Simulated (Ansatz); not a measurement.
Run this with the Ansatz DFT code, driven from Python and show what comes out.

`run_transition.py`
```python
'''Enthalpies of two structures of Ir under pressure.'''

import csv
import warnings

import ansatz as az
import numpy as np

config = {
    'ecut': 380,
    'tolerance': 1e-08,
    'kspacing': 0.26,
    'occupations': 'fermi_dirac',
    'smearing_width': 0.1,
}


def fcc(a_site, a):
    return (
        az.Lattice.fcc(a)
        .space_group(225)
        .atom(a_site, (0, 0, 0))
        .primitive()
    )


def sc(A, a):
    return (
        az.Lattice.cubic(a)
        .space_group(221)
        .atom(A, (0, 0, 0))
    )


def run_phase(name, crystal, pressure=0.0):
    calc = (
        crystal.calculation()
        .basis(config['ecut'])
        .scf(tolerance=config['tolerance'], algorithm='direct_min')
        .functional(az.Functional.PBE)
        .kpoints(spacing=config['kspacing'])
        .occupations(config['occupations'], width=config['smearing_width'])
    )
    calc = calc.relax(force_tolerance=0.03, cell=True, pressure=pressure)
    return calc.run(threads=1, backend='cpu')


def volume_per_atom(outcome):
    return abs(np.linalg.det(outcome.lattice.cell_ang)) / len(outcome.lattice.sites)


def main() -> None:
    warnings.simplefilter('ignore', az.DeckWarning)

    phases = {}
    phases['fcc'] = fcc('Ir', 3.83)
    phases['sc'] = sc('Ir', 2.49)

    # enthalpy per atom at each pressure
    pressures = [0, 10, 20, 30]
    enthalpy, volume = {name: [] for name in phases}, {name: [] for name in phases}
    for p in pressures:
        for name, crystal in phases.items():
            o = run_phase(name, crystal, pressure=p)
            volume[name].append(volume_per_atom(o))
            enthalpy[name].append(o.report['energy_sigma0_ev'] / len(o.lattice.sites) + p * volume[name][-1] / 160.21766)
    gap = np.array(enthalpy['sc']) - np.array(enthalpy['fcc'])
    rows = [(p, va, vb, 1000 * d) for p, va, vb, d in zip(pressures, volume['fcc'], volume['sc'], gap)]
    with open('transition.csv', 'w', newline='') as handle:
        writer = csv.writer(handle)
        writer.writerow(['P (GPa)', 'V fcc (A^3/atom)', 'V sc (A^3/atom)', 'H(sc) - H(fcc) (meV/atom)'])
        writer.writerows([round(v, 4) if isinstance(v, float) else v for v in row] for row in rows)
    print(open('transition.csv').read())
    crossings = [p0 - g0 * (p1 - p0) / (g1 - g0) for p0, p1, g0, g1 in zip(pressures, pressures[1:], gap, gap[1:]) if g0 * g1 < 0]
    print('crossing near', [round(float(p), 1) for p in crossings], 'GPa') if crossings else print('no crossing in this range')


if __name__ == '__main__':
    main()
```

```console
$ python run_transition.py
P (GPa),V fcc (A^3/atom),V sc (A^3/atom),H(sc) - H(fcc) (meV/atom)
0,14.529,17.0228,965.8831
10,14.1409,16.4061,1113.4065
20,13.81,15.8982,1248.4908
30,13.5163,15.4666,1374.0128

no crossing in this range
```

The settings weren't tested for convergence. The cutoff lies under the one recommended for these potentials. Under the recommended cutoff a pressure can be off by several GPa, even in sign. At a fixed pressure a relaxation lowers the enthalpy F + PV, while F alone can rise. For the metals among these phases the mesh is modest: differences between phases can be off by up to 40 meV an atom. The program warned that this SCF threshold is loose for forces or stresses. Spin-orbit coupling, which matters for elements this heavy, is left out. Only these two structures are compared, at zero temperature and with their symmetry kept; either may be hypothetical, and another phase may be lower than both. Differences under about 40 meV an atom lie within the error of mesh and functional. The cells are prototypes set up for this calculation and needn't exist. The script silences the warnings on its input, which a real study should read. Wall time of the script: 47 s on 1 thread of Arm Neoverse V1, with other jobs on the host, peak memory 0.37 GiB.
